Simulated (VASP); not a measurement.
Crystal: ZrSe2.

```
Zr Se
1.0
     3.79800    0.00000    0.00000
    -1.89900    3.28916    0.00000
     0.00000    0.00000    6.19200
Zr Se
1 2
Direct
  0.00000 0.00000 0.00000
  0.33333 0.66667 0.25000
  0.66667 0.33333 0.75000
```

```yaml
Program: VASP 6.6.1
Task: relaxation of cell and atoms
Functional: PBE
Dispersion: D3(BJ)
Potentials_or_basis: VASP PAW PBE potentials, release 64 (Zr_sv, Se)
Cutoff: 600 eV
k_mesh: 9 × 9 × 5
Occupations: gaussian, width 0.03 eV
Spin: no spin polarisation
```

At the start: pressure -0.4 GPa; volume 25.78 Å³/atom.

Q: How do energy, volume and symmetry change on relaxing?

A: Over 15 steps the energy falls by 11.2 meV/atom and the volume is 24.35 Å³/atom (-5.6 %); space group P-3m1 (No. 164, to 0.05 Å).

The path:
| step | energy change (eV) | largest force (eV/Å) | pressure (GPa) | volume (Å³) |
| --- | --- | --- | --- | --- |
| 1 | 0.0000 | 0.3158 | -0.45 | 77.35 |
| 2 | -0.0147 | 0.2208 | -0.25 | 76.54 |
| 3 | -0.0201 | 0.1203 | -0.05 | 75.74 |
| 4 | -0.0234 | 0.0781 | -0.26 | 75.51 |
| 5 | -0.0293 | 0.0461 | -0.82 | 74.83 |
| 6 | -0.0299 | 0.1058 | -1.05 | 74.51 |
| 7 | -0.0311 | 0.0914 | -0.91 | 74.25 |
| 8 | -0.0332 | 0.0493 | -0.45 | 73.48 |
| 9 | -0.0312 | 0.0363 | 0.54 | 71.94 |
| 10 | -0.0335 | 0.0243 | -0.19 | 73.08 |
| 11 | -0.0335 | 0.0227 | -0.19 | 73.05 |
| 12 | -0.0334 | 0.0115 | -0.05 | 72.85 |
| 13 | -0.0335 | 0.0212 | -0.15 | 73.02 |
| 14 | -0.0335 | 0.0160 | -0.12 | 73.02 |
| 15 | -0.0337 | 0.0013 | -0.02 | 73.04 |

Final structure:
```cif
data_structure
_symmetry_space_group_name_H-M 'P 1'
_symmetry_Int_Tables_number 1
_cell_length_a 3.7404
_cell_length_b 3.7404
_cell_length_c 6.0281
_cell_angle_alpha 90.000
_cell_angle_beta 90.000
_cell_angle_gamma 120.000
_cell_volume 73.04
loop_
_atom_site_label
_atom_site_type_symbol
_atom_site_fract_x
_atom_site_fract_y
_atom_site_fract_z
_atom_site_occupancy
Zr1 Zr 0.00000 0.00000 0.00000 1
Se1 Se 0.33333 0.66667 0.26500 1
Se2 Se 0.66667 0.33333 0.73500 1
```
